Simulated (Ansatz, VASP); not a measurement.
## GaSb: VASP beside Ansatz

```
Sb Ga
1.0
    -2.71622    2.71622    1.56921
     2.71622   -2.71622    1.56921
     2.71622    2.71622   -1.56921
Sb Ga
1 1
Direct
  0.00000 0.00000 0.00000
  0.75000 0.25000 0.50000
```

Change from the starting cell: volume scaled by 0.96.

Alike in both runs: task single point; functional LDA; k mesh 10 × 10 × 10; occupations fermi-dirac, width 0.05 eV; no spin polarisation.

|  | VASP | Ansatz |
| --- | --- | --- |
| version | VASP 6.6.1 | Ansatz 0.2.0 |
| potentials or method | VASP PAW LDA potentials, release 64 (Sb, Ga_d), cutoff 520 eV | all-electron LAPW, scalar-relativistic |

VASP gave:

| Quantity | Value |
| --- | --- |
| gap on the k mesh at the Fermi level (eV) | none |
| pressure (GPa) | -2.2 |
| largest component of the traceless stress (GPa) | 0.44 |

Task: What did Ansatz give for the same quantities?

Result: gap on the k mesh at the Fermi level (eV): none; pressure (GPa): -2.3; largest component of the traceless stress (GPa): 0.45.

A gap of «none» marks a metal or a gap that the smearing closes. Ansatz ran all-electron here, so the differences hold the error of VASP's frozen core and of both bases.

Spin-orbit coupling is left out, which matters for the levels of Sb.
